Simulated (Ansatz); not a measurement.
Wanted: the native input for an Ansatz 0.2.0 run.

```yaml
Task: single point
Functional: PBE
Potentials_or_basis: Ansatz PAW
Cutoff: "420 eV (not typed: the program's choice for these potentials)"
k_mesh: 6 × 6 × 2
Occupations: fermi-dirac, width 0.05 eV
Spin: no spin polarisation
```

Slab: PbS, a slab with vacuum.

```
Pb S
1.0
     2.98282   -2.98531    0.00000
     2.98282    2.98531    0.00000
    -2.09833    0.00000   22.20667
Pb S
2 2
Direct
  0.28025 0.27934 0.06412
  0.72516 0.72717 0.93694
  0.77856 0.75944 0.05428
  0.25805 0.21170 0.94673
```

The cell isn't the ideal one: atoms moved at random, drawn with an rms of 0.05 Å.

The input as run:

input.yaml

```yaml
crystal:
  lattice:
    - [2.9828237909, -2.98530711, 0.0]
    - [2.9828237909, 2.98530711, 0.0]
    - [-2.0983282922, 0.0, 22.2066715542]
  atoms:
    - { symbol: Pb, position: [0.280247, 0.279338, 0.064121] }
    - { symbol: Pb, position: [0.725165, 0.727166, 0.936941] }
    - { symbol: S, position: [0.778558, 0.759442, 0.054284] }
    - { symbol: S, position: [0.258053, 0.211703, 0.946728] }
hamiltonian:
  xc: pbe
  pseudopotentials: { kind: paw }
kpoints:
  mp_grid: { grid: [6, 6, 2] }
scf:
  occupations: { method: fermi_dirac, width: 0.05 }
output:
  forces: true
  stress: true
  eigenvalues: true
```

Potentials or basis: Ansatz PAW.

Launch:

```bash
$ ansatz run input.yaml --threads 2 --pin off --max-ram 5120MiB --backend cpu --events-out ev --progress --plain --runs-dir out
```

It gave:

The largest force is 0.499 eV/Å. The band gap on the k mesh is 2.16 eV, indirect (least direct gap 2.17 eV).

Caveat: spin-orbit coupling is left out, which as a rule narrows the gap of such compounds by several tenths of an eV.

Wall time 16 s on 2 threads of Arm Neoverse V1, on a shared host, peak memory 0.65 GiB.
